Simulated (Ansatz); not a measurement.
# SnH: one candidate of a structure search, part 2 of 2

Where does this trial cell of SnH go when cell and atoms are let free?

Ansatz 0.2.0; DFT PBE, scalar-relativistic, plane waves, PAW. The steps go on from the part before.

## (4) Final relaxation

The end of the coarse run is made exact in the group found at a tolerance of 0.06 Å and reduced to its primitive cell.

File input.yaml:

```yaml
crystal:
  lattice:
    - [0.0, 2.4879101358, 2.4879101358]
    - [2.4879101358, 0.0, 2.4879101358]
    - [2.4879101358, 2.4879101358, 0.0]
  atoms:
    - { symbol: Sn, position: [0.5, 0.5, 0.5] }
    - { symbol: H, position: [0.0, 0.0, 0.0] }
basis:
  ecutwfc: 420
kpoints:
  mp_grid: { grid: [20, 20, 20] }
hamiltonian:
  xc: pbe
scf:
  occupations: { method: gaussian, width: 0.1 }
output:
  forces: true
  stress: true
  eigenvalues: true
  write_density: true
  write_potential: true
  elf: true
  volumetric_format: npy
relax:
  adjacent_minimum: "off"
  f_tol: 0.01
  max_steps: 80
  cell: { stress_tol: 0.05 }
```

Command:

```console
$ ansatz run input.yaml --threads 1 --pin off --max-ram 2560MiB --backend cpu --events-out ev --progress --plain --runs-dir out
```

Output:

```text
Warning: RAYON_NUM_THREADS=1 ignored (pool sized by the plan → 1); use --threads N
Engine: ansatz 0.2.0, x86_64-unknown-linux-gnu
Pseudopotentials: kind: paw
Pseudopotential: Sn, paw, valence charge 14, recommended cutoff 420 eV (normal), Sn.paw.azcp
Pseudopotential: H, paw, valence charge 1, recommended cutoff 420 eV (normal), H.paw.azcp
Functional definition: PBE
  parameter kappa = 0.804
  parameter beta = 0.06672455060314922
  exchange = pbe_x(kappa = kappa, mu = beta*pi^2/3)
  correlation = pbe_c(beta = beta)
Crystal: 2 atoms, lattice volume = 30.799 Å³
Basis set: ecut = 420 eV, 609 PW (Γ), exchange–correlation on 48×48×48 points (8 copies of the dense FFT grid, shifted against one another)
Bands: 12, of which v1, the nominal top of the filled ones, is band 8 counted from 1 (7 counted from 0)
Symmetry: 48 space group operations
Space group: Fm-3m (ITA 225), of the structure as read, at distance tolerance 3.1e-5 Å
k-points: 256 of 8000
Non-local potential: Sn, projectors of the file, l = 0: 2, l = 1: 2, l = 2: 2, l = 3: 2
Non-local potential: H, projectors of the file, l = 0: 2, l = 1: 1
PAW form: soft (Blöchl's): semilocal exchange-correlation on the pseudo side does not see the compensation charge
PAW one-centre angular grid: Sn, 590 points (default); XC on 64 Gauss nodes
PAW one-centre angular grid: H, 110 points (default); XC on 64 Gauss nodes
Initial density: superposition of atomic densities (neutral atoms: chi_scale 0, normalization atom), corrected by the library's trained network
Initial wavefunctions: pseudopotential atomic-orbital guess
Functional: x = pbe(κ = 0.804, μ = 0.2195149727645171), c = pbe(β = 0.06672455060314922)
SCF iter   1: F=—  HF=-6039.022352 eV  |F-HF|=—  |Δ(HF+E_count)|=         —  Δρ=1.58e-3  dr2=6.86e-4  ethr=1.77e-3  ⟨swp⟩=4.9  Hψ=17264  notcnv=0
preconditioner: auto → none  [metal: Δε(μ)=0.057 eV  Ē_g=22.348 eV  σ=0.100 eV  W_gap=0.31  n_scr=8 (ndim 8)  ℏωp=25.9 eV  f_vac=0.000  D(μ)=0.74/eV (n_scr^D=0)  sad-step TF]
SCF iter   2: F=—  HF=-6039.021768 eV  |F-HF|=—  |Δ(HF+E_count)|=   5.84e-4  Δρ=9.31e-4  dr2=1.74e-4  ethr=4.57e-6  ⟨swp⟩=2.0  Hψ=6570  notcnv=0
SCF iter   3: F=—  HF=-6039.021761 eV  |F-HF|=—  |Δ(HF+E_count)|=   6.90e-6  Δρ=1.78e-4  dr2=8.67e-6  ethr=1.16e-6  ⟨swp⟩=2.5  Hψ=5053  notcnv=0
SCF iter   4: F=—  HF=-6039.021758 eV  |F-HF|=—  |Δ(HF+E_count)|=   2.94e-6  Δρ=6.86e-5  dr2=1.17e-6  ethr=5.78e-8  ⟨swp⟩=2.1  Hψ=4497  notcnv=0
iter 5 did not close the SCF: its close was put off for the readings that it lacked (scf_convergence_deferred on its scf_iter line)
SCF iter   5: F=-6039.021758 eV  HF=-6039.021758 eV  |F-HF|=9.02e-8  |Δ(HF+E_count)|=   9.83e-8  Δρ=1.49e-5  dr2=6.77e-8  ethr=7.77e-9  ⟨swp⟩=2.0  Hψ=4838  notcnv=0
SCF iter   6: F=-6039.021758 eV  HF=-6039.021758 eV  |F-HF|=1.24e-8  |Δ(HF+E_count)|=   3.76e-8  Δρ=5.25e-6  dr2=7.71e-9  ethr=4.51e-10  ⟨swp⟩=7.0  Hψ=17697  notcnv=0
SCF 1 converged in 6 iterations: F = -6039.021758 eV  dr2 = 7.71e-9
relax step   1: F+E_penalty+E_count = -6039.02175823 eV  Δ(F+E_penalty+E_count) = +0.000e0 eV  max|allowed force component| = 2.749e-29 eV/Å  Δτ_max = 0.0000 Å  P = +0.699 GPa  Ω = 30.799 Å³  (6 SCF iters, dr2 threshold 1.00e-7 eV, accepted)
Crystal: 2 atoms, lattice volume = 31.635 Å³
Initial density: handed on by an earlier stage of this run
Initial wavefunctions: those handed on with the density
iter 1 solved again at ethr=1.40e-6 eV; its pass at ethr=3.10e-3 eV (dr2=2.10e-4 eV) is discarded
SCF iter   1: F=—  HF=-6039.021671 eV  |F-HF|=—  |Δ(HF+E_count)|=         —  Δρ=7.42e-4  dr2=2.19e-4  ethr=1.40e-6  ⟨swp⟩=2.0  Hψ=25616  notcnv=0
preconditioner: auto → none  [metal: Δε(μ)=0.027 eV  Ē_g=22.223 eV  σ=0.100 eV  W_gap=0.15  n_scr=8 (ndim 8)  ℏωp=25.6 eV  f_vac=0.000  D(μ)=0.71/eV (n_scr^D=0)]
SCF iter   2: F=—  HF=-6039.021598 eV  |F-HF|=—  |Δ(HF+E_count)|=   7.35e-5  Δρ=1.74e-4  dr2=3.08e-6  ethr=1.40e-6  ⟨swp⟩=2.5  Hψ=4174  notcnv=0
SCF iter   3: F=—  HF=-6039.021598 eV  |F-HF|=—  |Δ(HF+E_count)|=   4.37e-7  Δρ=7.45e-5  dr2=5.20e-7  ethr=1.33e-9  ⟨swp⟩=10.1  Hψ=22731  notcnv=0
SCF iter   4: F=-6039.021599 eV  HF=-6039.021599 eV  |F-HF|=7.76e-9  |Δ(HF+E_count)|=   6.76e-7  Δρ=2.20e-5  dr2=5.22e-8  ethr=1.33e-9  ⟨swp⟩=8.7  Hψ=19174  notcnv=0
SCF 2 converged in 4 iterations: F = -6039.021599 eV  dr2 = 5.22e-8
relax step   2: F+E_penalty+E_count = -6039.02159866 eV  Δ(F+E_penalty+E_count) = +1.596e-4 eV  max|allowed force component| = 1.482e-29 eV/Å  Δτ_max = 0.0000 Å  P = -0.577 GPa  Ω = 31.635 Å³  energy of the carried Pulay correction = -4.132e-4 eV  (4 SCF iters, dr2 threshold 2.00e-7 eV, accepted)
Crystal: 2 atoms, lattice volume = 31.252 Å³
iter 1 solved again at ethr=3.14e-7 eV; its pass at ethr=3.10e-3 eV (dr2=4.71e-5 eV) is discarded
SCF iter   1: F=—  HF=-6039.022511 eV  |F-HF|=—  |Δ(HF+E_count)|=         —  Δρ=3.39e-4  dr2=4.57e-5  ethr=3.14e-7  ⟨swp⟩=2.9  Hψ=24051  notcnv=0
preconditioner: auto → none  [metal: Δε(μ)=0.034 eV  Ē_g=22.265 eV  σ=0.100 eV  W_gap=0.19  n_scr=8 (ndim 8)  ℏωp=25.7 eV  f_vac=0.000  D(μ)=0.72/eV (n_scr^D=0)]
SCF iter   2: F=—  HF=-6039.022495 eV  |F-HF|=—  |Δ(HF+E_count)|=   1.62e-5  Δρ=6.75e-5  dr2=4.57e-7  ethr=3.04e-7  ⟨swp⟩=2.4  Hψ=4146  notcnv=0
SCF iter   3: F=-6039.022495 eV  HF=-6039.022495 eV  |F-HF|=1.07e-7  |Δ(HF+E_count)|=   2.48e-7  Δρ=2.87e-5  dr2=7.33e-8  ethr=1.33e-9  ⟨swp⟩=9.2  Hψ=21769  notcnv=0
SCF 3 converged in 3 iterations: F = -6039.022495 eV  dr2 = 7.33e-8
relax step   3: F+E_penalty+E_count = -6039.02249487 eV  Δ(F+E_penalty+E_count) = -8.962e-4 eV  max|allowed force component| = 1.529e-29 eV/Å  Δτ_max = 0.0000 Å  P = -0.010 GPa  Ω = 31.252 Å³  energy of the carried Pulay correction = -2.251e-4 eV  (3 SCF iters, dr2 threshold 2.00e-7 eV, accepted)
Initial wavefunctions: pseudopotential atomic-orbital guess (no wavefunctions were taken with the density)
iter 1 solved again at ethr=1.83e-7 eV; its pass at ethr=3.10e-3 eV (dr2=2.74e-5 eV) is discarded
SCF iter   1: F=—  HF=-6039.022731 eV  |F-HF|=—  |Δ(HF+E_count)|=         —  Δρ=3.33e-5  dr2=6.24e-8  ethr=1.83e-7  ⟨swp⟩=2.7  Hψ=24511  notcnv=0
preconditioner: auto → none  [metal: Δε(μ)=0.034 eV  Ē_g=22.270 eV  σ=0.100 eV  W_gap=0.19  n_scr=8 (ndim 8)  ℏωp=25.7 eV  f_vac=0.000  D(μ)=0.72/eV (n_scr^D=0)]
SCF iter   2: F=—  HF=-6039.022731 eV  |F-HF|=—  |Δ(HF+E_count)|=   4.19e-7  Δρ=1.79e-5  dr2=2.01e-8  ethr=4.16e-10  ⟨swp⟩=2.1  Hψ=4882  notcnv=0
SCF iter   3: F=—  HF=-6039.022731 eV  |F-HF|=—  |Δ(HF+E_count)|=   9.23e-8  Δρ=3.95e-6  dr2=5.85e-9  ethr=1.34e-10  ⟨swp⟩=2.7  Hψ=4999  notcnv=0
SCF iter   4: F=-6039.022731 eV  HF=-6039.022731 eV  |F-HF|=1.00e-11  |Δ(HF+E_count)|=   2.65e-9  Δρ=2.42e-7  dr2=1.25e-11  ethr=1.00e-12  ⟨swp⟩=5.0  Hψ=15035  notcnv=0
SCF 4 converged in 4 iterations: F = -6039.022731 eV  dr2 = 1.25e-11
relax step   4: F+E_penalty+E_count = -6039.02273071 eV  Δ(F+E_penalty+E_count) = -2.358e-4 eV  max|allowed force component| = 2.221e-29 eV/Å  Δτ_max = 0.0000 Å  P = -0.008 GPa  Ω = 31.252 Å³  stress off target by 7.64e-3 GPa  SCF on the basis re-selected at this cell (its energy is not comparable with the rows above)  (4 SCF iters)
basis re-selected at this cell: Δ(F+E_penalty+E_count) = -2.358e-4 eV, ΔP = +0.002 GPa vs the last step (what re-selecting the basis moved, of the pressure what is left beyond the Pulay correction that the steps carried, after the strain that the cell walked since its last selection, with what the two solves' SCF thresholds leave and, on support functions, any second-order correction that the steps lacked; it is no measure of the basis error at this ecutwfc). This SCF's stress stands 7.64e-3 GPa from its target on what of the cell is left free (relax.cell.stress_tol is 5.00e-2 GPa) and its largest allowed force component is 2.22e-29 eV/Å (relax.f_tol is 1.00e-2 eV/Å): within both
SCF converged after 4 iterations
Free energy (F): -6039.022731 eV
Harris-Foulkes:  -6039.022731 eV  (|F-HF|=1.00e-11)
Internal energy: -6039.019108 eV  (E = F + TS)
E sigma→0 (E₀):  -6039.020919 eV
Entropy (-TS):   -0.003622 eV (-1.811 meV/atom)
Fermi energy:    9.801031 eV
--- Per-component energies (eV) ---
  E_band       = -93.847407
  E_kinetic    = 197.808595
  E_local      = -868.766136  (includes V_loc(G=0)·N_el)
  E_nonlocal   = -31.700693
  E_hartree    = 533.852246
  E_xc         = -391.736097
  E_vxc        = -107.634769  (∫ρ·V_xc dr)
  E_paw        = -4133.961296  (= ΣΔE_a)
  E_vpaw       = -351.258075  (= ΣTr[D̂ρ^β])
  E_aug_tail   = -0.000968  (compensation charges beyond the density's cutoff)
  E_ewald      = -1344.514760
  E_smearing   = -0.003622  (= −TS)
  E_closure    = -0.000000  (closes the sum)
  Σ components = -6039.022731   (vs F -6039.022731, Δ=0.00e0)
--- Forces (eV/Å), atoms counted from 1 ---
  atom   1  Sn     0.00000000    -0.00000000    -0.00000000
  atom   2  H     -0.00000000     0.00000000     0.00000000
  max |Σ_I F_I| component: 4.39e-29 eV/Å
--- Stress (GPa, compression-positive) ---
       -0.007639       0.000000       0.000000
        0.000000      -0.007639       0.000000
        0.000000       0.000000      -0.007639
  P = ⅓ Tr σ = -0.0076 GPa (-0.076 kbar)
--- Band table (eV; the first three rows and the last of 256) ---
  k-point 0: bands = ["-11.9164", "-11.9164", "-11.9164", "-11.8612", "-11.8612", "-1.6864", "12.2014", "15.6904", "15.6904", "15.6904", "19.8898", "20.2691"]
  k-point 1: bands = ["-11.9162", "-11.9150", "-11.9150", "-11.8613", "-11.8613", "-1.6400", "12.0019", "15.5348", "15.6360", "15.6360", "19.3491", "20.3874"]
  k-point 2: bands = ["-11.9157", "-11.9113", "-11.9113", "-11.8613", "-11.8613", "-1.5008", "11.4263", "15.1504", "15.4909", "15.4909", "19.0971", "20.7077"]
  k-point 255: bands = ["-11.9112", "-11.8885", "-11.8885", "-11.8422", "-11.8033", "4.5837", "5.3760", "7.7432", "7.7432", "15.3583", "20.7438", "20.7438"]
--- Relaxed structure (3 steps of the walk, 3 accepted, 1 SCFs on fresh bases) ---
  F+E_penalty+E_count = -6039.02273071 eV   max|allowed force component| = 2.221e-29 eV/Å   (the final SCF, on the basis selected at the relaxed cell)
  cell:  # Å, volume = 31.2517 Å³
    - [-2.6495933399765127e-33, 2.5000443298183512, 2.5000443298183512]
    - [2.5000443298183512, -4.0762976263164716e-34, 2.5000443298183512]
    - [2.5000443298183512, 2.5000443298183512, -1.4267040520815711e-33]
  atoms:
    - { symbol: Sn, position: [0.5, 0.5, 0.5] }
    - { symbol: H, position: [-1.1591574117882111e-36, 1.1591574117933448e-36, 1.1591574117779437e-36] }
```

Wall time 12 s (1 thread of Intel Xeon 6975P-C (Granite Rapids), shared host); peak memory 0.46 GiB.

The steps of the relaxation:

```csv
step,E - E(step 1) (eV/cell),largest force component (eV/Å),pressure (GPa),volume (Å³)
1,0.0000,0.0000,0.70,30.80
2,0.0002,0.0000,-0.58,31.64
3,-0.0007,0.0000,-0.01,31.25
4,-0.0010,0.0000,-0.01,31.25
```

Step 1 is the start. Step 4 repeats the geometry before it on a plane-wave basis chosen anew for that cell, so its energy need not be comparable with the rows above.

Lengths and angles in the start's conventional setting:

|  | before | after | change |
| --- | --- | --- | --- |
| a (Å) | 4.976 | 5.000 | +0.5 % |
| b (Å) | 4.976 | 5.000 | +0.5 % |
| c (Å) | 4.976 | 5.000 | +0.5 % |
| volume (Å³/atom) | 15.40 | 15.63 | +1.5 % |
| shortest distance (Å) | 2.488 | 2.500 | +0.5 % |
| space group (0.01 Å) | Fm-3m | Fm-3m | same |

The run keeps the 48 symmetry operations of the start, so it could not have lowered the symmetry.

The maps below are laid out on this run's own conventional cell (a, b, c = 5.000, 5.000, 5.000 Å).

Density in a lattice plane of the grid's cell (edges 5.00 and 5.00 Å, at 0.000 of the third edge), which holds Sn and H.

Ten even steps from '0' (0.11 e/Å³) to '9' (16.52 e/Å³):
```
000000000135753100000000
000000000012321000000000
000000000000000000000000
000000000000000000000000
000000000000000000000000
000000000000000000000000
000000000000000000000000
321000000000000000000012
753100000000000000000135
984100000000000000000148
753100000000000000000135
321000000000000000000012
000000000000000000000000
000000000000000000000000
000000000000000000000000
000000000000000000000000
000000000000000000000000
000000000012321000000000
000000000135753100000000
000000000148984100000000
```
Columns run along the first of these edges and rows up along the second, over one cell in 24 and 20 even steps from the bottom left corner. Atoms in the plane (fractional): Sn at (0.00, 0.50), Sn at (0.50, 1.00), H at (0.00, 0.00), H at (0.50, 0.50).

ELF in the same plane.

Values, 12 rows by 12 columns:
```
0.96 0.85 0.38 0.30 0.34 0.15 0.04 0.15 0.34 0.30 0.38 0.85
0.48 0.38 0.23 0.26 0.32 0.34 0.31 0.34 0.32 0.26 0.23 0.38
0.30 0.30 0.26 0.20 0.26 0.30 0.30 0.30 0.26 0.20 0.26 0.30
0.31 0.34 0.32 0.26 0.23 0.38 0.48 0.38 0.23 0.26 0.32 0.34
0.04 0.15 0.34 0.30 0.38 0.85 0.96 0.85 0.38 0.30 0.34 0.15
0.00 0.04 0.31 0.30 0.48 0.96 1.00 0.96 0.48 0.30 0.31 0.04
0.04 0.15 0.34 0.30 0.38 0.85 0.96 0.85 0.38 0.30 0.34 0.15
0.31 0.34 0.32 0.26 0.23 0.38 0.48 0.38 0.23 0.26 0.32 0.34
0.30 0.30 0.26 0.20 0.26 0.30 0.30 0.30 0.26 0.20 0.26 0.30
0.48 0.38 0.23 0.26 0.32 0.34 0.31 0.34 0.32 0.26 0.23 0.38
0.96 0.85 0.38 0.30 0.34 0.15 0.04 0.15 0.34 0.30 0.38 0.85
1.00 0.96 0.48 0.30 0.31 0.04 0.00 0.04 0.31 0.30 0.48 0.96
```
Columns run along the first of these edges and rows up along the second, over one cell in 12 and 12 even steps from the bottom left corner. Atoms in the plane (fractional): Sn at (0.00, 0.50), Sn at (0.50, 1.00), H at (0.00, 0.00), H at (0.50, 0.50).

Both are smooth fields of the valence electrons: close to the nuclei they are not physical.

Maxima of ELF outside the ion cores: 1.00 at H.

## (5) Changed: lower_state_search light

File input.yaml:

```yaml
crystal:
  lattice:
    - [0.0, 2.5000443298, 2.5000443298]
    - [2.5000443298, 0.0, 2.5000443298]
    - [2.5000443298, 2.5000443298, 0.0]
  atoms:
    - { symbol: Sn, position: [0.5, 0.5, 0.5] }
    - { symbol: H, position: [0.0, 0.0, 0.0] }
basis:
  ecutwfc: 420
kpoints:
  mp_grid: { grid: [20, 20, 20] }
hamiltonian:
  xc: pbe
scf:
  occupations: { method: gaussian, width: 0.1 }
  lower_state_search: light
output:
  forces: true
  eigenvalues: true
  stress: true
```

Command:

```console
$ ansatz run input.yaml --threads 1 --pin off --max-ram 2560MiB --backend cpu --events-out ev --progress --plain --runs-dir out
```

Output (excerpt; [...] marks lines left out):

```text
Warning: RAYON_NUM_THREADS=1 ignored (pool sized by the plan → 1); use --threads N
[...]
Pseudopotentials: kind: paw
Pseudopotential: Sn, paw, valence charge 14, recommended cutoff 420 eV (normal), Sn.paw.azcp
Pseudopotential: H, paw, valence charge 1, recommended cutoff 420 eV (normal), H.paw.azcp
Functional definition: PBE
[...]
Crystal: 2 atoms, lattice volume = 31.252 Å³
Basis set: ecut = 420 eV, 609 PW (Γ), exchange–correlation on 48×48×48 points (8 copies of the dense FFT grid, shifted against one another)
Bands: 12, of which v1, the nominal top of the filled ones, is band 8 counted from 1 (7 counted from 0)
Symmetry: 48 space group operations
Space group: Fm-3m (ITA 225), of the structure as read, at distance tolerance 3.1e-5 Å
k-points: 256 of 8000
[...]
SCF iter   1: F=—  HF=-6039.023283 eV  |F-HF|=—  |Δ(HF+E_count)|=         —  Δρ=1.44e-3  dr2=5.78e-4  ethr=1.77e-3  ⟨swp⟩=5.0  Hψ=17267  notcnv=0
[...]
SCF iter   6: F=-6039.022731 eV  HF=-6039.022731 eV  |F-HF|=9.50e-9  |Δ(HF+E_count)|=   2.07e-8  Δρ=4.49e-6  dr2=5.97e-9  ethr=3.02e-10  ⟨swp⟩=3.5  Hψ=11198  notcnv=0
[...]
SCF converged after 6 iterations
Free energy (F): -6039.022731 eV
[...]
E sigma→0 (E₀):  -6039.020919 eV
Entropy (-TS):   -0.003622 eV (-1.811 meV/atom)
Fermi energy:    9.801045 eV
[...]
--- Forces (eV/Å), atoms counted from 1 ---
  atom   1  Sn     0.00000000    -0.00000000    -0.00000000
  atom   2  H     -0.00000000     0.00000000     0.00000000
[...]
--- Stress (GPa, compression-positive) ---
       -0.007650      -0.000000      -0.000000
        0.000000      -0.007650       0.000000
        0.000000       0.000000      -0.007650
  P = ⅓ Tr σ = -0.0077 GPa (-0.077 kbar)
--- Band table (eV; the first three rows and the last of 256) ---
  k-point 0: bands = ["-11.9162", "-11.9162", "-11.9162", "-11.8610", "-11.8610", "-1.6864", "12.2014", "15.6904", "15.6904", "15.6904", "19.8898", "20.2691"]
[...]
```

Wall time 2.4 s (1 thread of Intel Xeon 6975P-C (Granite Rapids), shared host); peak memory 0.42 GiB.

```csv
run,ending,energy change,pressure (GPa),gap (eV),force (eV/Å),cycles,time
step 4,converged,0,0.0,0.00,0.00,-,12 s
variant,converged,0.0 meV/atom,0.0,0.00,0.00,6,2.4 s
```

The changed input (search for lower states) leaves the energy the same to the digits printed.

## (6) Summary of results

The summary covers parts 1 to 2. Changes of volume or cell count from the first structure of part 1.

```
                                                                       quantity                                                                      value
                                         symmetry at the end (tolerance 0.05 Å)                                                space group Fm-3m (No. 225)
                                                              conventional cell  a = 5.000 Å, b = 5.000 Å, c = 5.000 Å, α = 90.00°, β = 90.00°, γ = 90.00°
                                                                         volume                                                              15.63 Å³/atom
energy over the elements (uncorrected; H, N, O, F and Cl as molecules), grey Sn                                                              +0.53 eV/atom
                                                                gap on the mesh                                                               none (metal)
```

What this shows: The space group Fm-3m (No. 225) is kept, and the volume per atom shrinks by 26.2 % from the first guess. The formation energy is positive, so the separate elements lie lower. No finished test with a distortion of lower symmetry is shown, so the end may be a saddle point.
